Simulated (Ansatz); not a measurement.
Set up this calculation in Ansatz 0.2.0, as the native input.

```
Task                                : band structure
Functional                          : PBEsol
Potentials or basis                 : Ansatz PAW
Cutoff                              : 420 eV (not typed: the program's choice for these potentials)
k mesh                              : 7 × 7 × 4
Occupations                         : fermi-dirac, width 0.05 eV
Spin                                : no spin polarisation
Hubbard terms                       : Ti d U = 1 eV
Path                                : [["G", "X", "M", "G", "Z", "R", "A", "Z"], ["X", "R"], ["M", "A"]]
Points for each segment of the path : 10
Hubbard projectors                  : ortho-atomic (the default)
Double counting                     : fll (the default)
```

Crystal: BaTiO3.

```xyz
10
Lattice="4.0073 0.0000 0.0000 0.0000 4.0073 0.0000 0.0000 0.0000 8.0146" Properties=species:S:1:pos:R:3 pbc="T T T"
Ba    2.3139    2.3844    1.9229
Ba    2.0570    1.8276    6.1203
Ti    0.1419    4.0001    0.1061
Ti    3.8069    3.8918    4.1558
O     2.2804    3.7093    7.8525
O     1.7205    3.8733    4.0115
O     3.8827    2.3866    7.8876
O     3.8235    1.8548    4.1970
O     3.8544    0.0411    1.7952
O     0.1626    0.0749    6.0314
```

These files were run (other wordings do the same):

input.yaml

```yaml
crystal:
  lattice:
    - [4.0073, 0.0, 0.0]
    - [0.0, 4.0073, 0.0]
    - [0.0, 0.0, 8.0146]
  atoms:
    - { symbol: Ba, position: [0.57741183, 0.59500232, 0.23992172] }
    - { symbol: Ba, position: [0.51332394, 0.4560751, 0.76364779] }
    - { symbol: Ti, position: [0.03541446, 0.99821346, 0.01323765] }
    - { symbol: Ti, position: [0.94998822, 0.97116865, 0.51852723] }
    - { symbol: O, position: [0.56907321, 0.92562621, 0.97977337] }
    - { symbol: O, position: [0.42932898, 0.96655177, 0.50052582] }
    - { symbol: O, position: [0.96890201, 0.59557335, 0.98414811] }
    - { symbol: O, position: [0.95413175, 0.46285961, 0.52367077] }
    - { symbol: O, position: [0.96184641, 0.01024514, 0.22399392] }
    - { symbol: O, position: [0.04057919, 0.0186844, 0.75255361] }
hamiltonian:
  xc: pbesol
  pseudopotentials: { kind: paw }
  hubbard: { sites: [{ species: Ti, l: d, u_eff: 1.0 }] }
kpoints:
  mp_grid: { grid: [7, 7, 4] }
  band_path:
    path:
      - [[0.0, 0.0, 0.0], [0.0, 0.5, 0.0], [0.5, 0.5, 0.0], [0.0, 0.0, 0.0], [0.0, 0.0, 0.5], [0.0, 0.5, 0.5], [0.5, 0.5, 0.5], [0.0, 0.0, 0.5]]
      - [[0.0, 0.5, 0.0], [0.0, 0.5, 0.5]]
      - [[0.5, 0.5, 0.0], [0.5, 0.5, 0.5]]
    npoints: 10
scf:
  occupations: { method: fermi_dirac, width: 0.05 }
  n_extra_bands: 25
output:
  forces: true
  stress: true
  eigenvalues: true
  fatbands: true
```

Potentials or basis: Ansatz PAW.

Command:

```bash
$ ansatz run input.yaml --threads 4 --pin off --max-ram 11264MiB --backend cpu --events-out ev --progress --plain --runs-dir out
```

Results of the run:

- Pressure: 12.3 GPa
- Largest force: 7.668 eV/Å
- Band gap on the k mesh: 1.55 eV, direct
- Band gap along the path: 1.54 eV, indirect (least direct gap 1.55 eV)

Caveat: the pressure holds a Pulay correction of +0.6 GPa for the finite cutoff; spin-orbit coupling is left out, which moves the levels of the heavy elements; the PAW data sets come from PBE, with cores solved anew for the run's functional, which leaves a small shift of forces and pressure; forces of over 1 eV/Å show positions far from the minimum, so gaps and moduli don't describe the material at rest.

Wall time 61 s on 4 threads of Arm Neoverse V2 (shared host), peak memory 1.1 GiB.
